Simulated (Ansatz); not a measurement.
**Ga2O3 under changes of volume**

One of the cells (10.442 Å³/atom); the others are scaled copies at fixed shape and fractional positions:

```
CELL_PARAMETERS angstrom
6.10700 -1.51855 0.00000
6.10700 1.51855 0.00000
-1.38599 0.00000 5.63001
ATOMIC_POSITIONS crystal
Ga 0.34134 0.34134 0.68598
Ga 0.65866 0.65866 0.31402
Ga 0.90950 0.90950 0.20540
Ga 0.09050 0.09050 0.79460
O 0.50410 0.50410 0.74340
O 0.49590 0.49590 0.25660
O 0.82670 0.82670 0.43680
O 0.17330 0.17330 0.56320
O 0.83550 0.83550 0.89020
O 0.16450 0.16450 0.10980
```

| Property | Result |
| --- | --- |
| Program | Ansatz 0.2.0 |
| Functional | PBE |
| Dispersion | D3(BJ) |
| Potentials or basis | Ansatz PAW |
| Cutoff | 420 eV (not typed: the program's choice for these potentials) |
| k mesh | 9 × 9 × 5 |
| Occupations | fermi-dirac, width 0.05 eV |
| Spin | no spin polarisation |

| volume (Å³/atom) | energy over the lowest point (meV/atom) | pressure (GPa) | gap on the mesh (eV) | largest force (eV/Å) |
| --- | --- | --- | --- | --- |
| 9.816 | 59.62 | 21.7 | 3.02 | 0.592 |
| 10.025 | 35.04 | 16.1 | 2.82 | 0.456 |
| 10.233 | 17.48 | 11.0 | 2.62 | 0.332 |
| 10.442 | ? | ? | ? | ? |
| 10.651 | 0.55 | 2.3 | 2.26 | 0.128 |
| 10.860 | 0.00 | -1.4 | 2.08 | 0.080 |
| 11.069 | 4.04 | -4.7 | 1.92 | 0.118 |

What does the run at 10.442 Å³/atom give?

Energy over the lowest point 6.17 meV/atom; pressure 6.4 GPa; gap on the mesh 2.44 eV; largest force 0.221 eV/Å.

Worked out: A Birch-Murnaghan fit of order 3 (a polynomial in V^(-2/3)) to the other rows has its minimum at 10.78 Å³/atom with B0 = V·E''(V) = 189 GPa and B' = 4.4 at fixed shape and positions, which overstates the stiffness. It gives 6.19 meV/atom at 10.442 Å³/atom, against the run's 6.17, and -dE/dV = 6.4 GPa, against 6.4. A straight line through the other rows of the gap, of slope -9.17 eV per unit of ln V, gives 2.45 eV, against the run's 2.44.

Energies are extrapolated to zero smearing.

Caveats: odd divisions of the mesh miss points on the zone boundary, where band edges often lie, so the gap on the mesh can be too wide.

A mesh can miss the band edges. Spin-orbit coupling on Ga is left out.
